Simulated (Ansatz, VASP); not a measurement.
## Li2S in VASP and in Ansatz

Contents of INCAR:

```
SYSTEM = Li2S
PREC = Accurate ; ENCUT = 600
EDIFF = 1E-6 ; ISMEAR = 0
SIGMA = 0.02 ; LREAL = .False.
LASPH = .True. ; NELM = 100
ALGO = Normal ; ISIF = 3
LWAVE = .False. ; LCHARG = .False.
GGA = PE ; IBRION = 2
NSW = 100 ; EDIFFG = -0.002
```

The input KPOINTS:

```
Automatic mesh
0
Gamma
  8 8 8
  0 0 0
```

Contents of POSCAR:

```
Li2S
1.0
    0.0000000000      2.8351678400      2.8351678400
    2.8351678400      0.0000000000      2.8351678400
    2.8351678400      2.8351678400      0.0000000000
Li S
2 1
Direct
    0.7500000000      0.7500000000      0.7500000000
    0.2500000000      0.2500000000      0.2500000000
    0.0000000000      0.0000000000      0.0000000000
```

Input for Ansatz:

```yaml
crystal:
  lattice:
    - [0.0, 2.83516784, 2.83516784]
    - [2.83516784, 0.0, 2.83516784]
    - [2.83516784, 2.83516784, 0.0]
  atoms:
    - { symbol: Li, position: [0.75, 0.75, 0.75] }
    - { symbol: Li, position: [0.25, 0.25, 0.25] }
    - { symbol: S, position: [0.0, 0.0, 0.0] }
basis:
  ecutwfc: 420
kpoints:
  mp_grid: { grid: [8, 8, 8] }
hamiltonian:
  xc: pbe
  pseudopotentials: { kind: paw }
scf:
  occupations: { method: gaussian, width: 0.02 }
output:
  forces: true
  stress: true
  eigenvalues: true
relax:
  adjacent_minimum: "off"
  f_tol: 0.002
  max_steps: 80
  cell: { stress_tol: 0.02 }
```

The cell comes from a database or a generator and needn't be the stable form of this composition.

Alike in both runs: task relaxation of cell and atoms; functional PBE; k mesh 8 × 8 × 8; occupations gaussian, width 0.02 eV; no spin polarisation.

|  | VASP | Ansatz |
| --- | --- | --- |
| version | VASP 6.6.1 | Ansatz 0.2.0 |
| potentials or method | VASP PAW PBE potentials, release 64 (Li_sv, S) | scalar-relativistic, plane waves, PAW |
| plane-wave cutoff (eV) | 600 | 420 |
| valence electrons in the cell | 12 | 12 |

```csv
,VASP,Ansatz,Ansatz less VASP
"gap on the k mesh at the Fermi level, each at its own relaxed structure (eV)",3.39,3.39,+0.004
relaxed volume (Å³/atom),15.43,15.48,+0.044
relaxed cell length with the largest relative difference (Å),4.030,4.034,+0.0038
```

Caveats: the cutoff is under 1.25 times the usual one of these potentials, so pressure, stress and relaxed cells hold a basis-set (Pulay) error (VASP). A hybrid or GW would open this gap; PBE tends to underestimate it. A k mesh can miss the band edges.
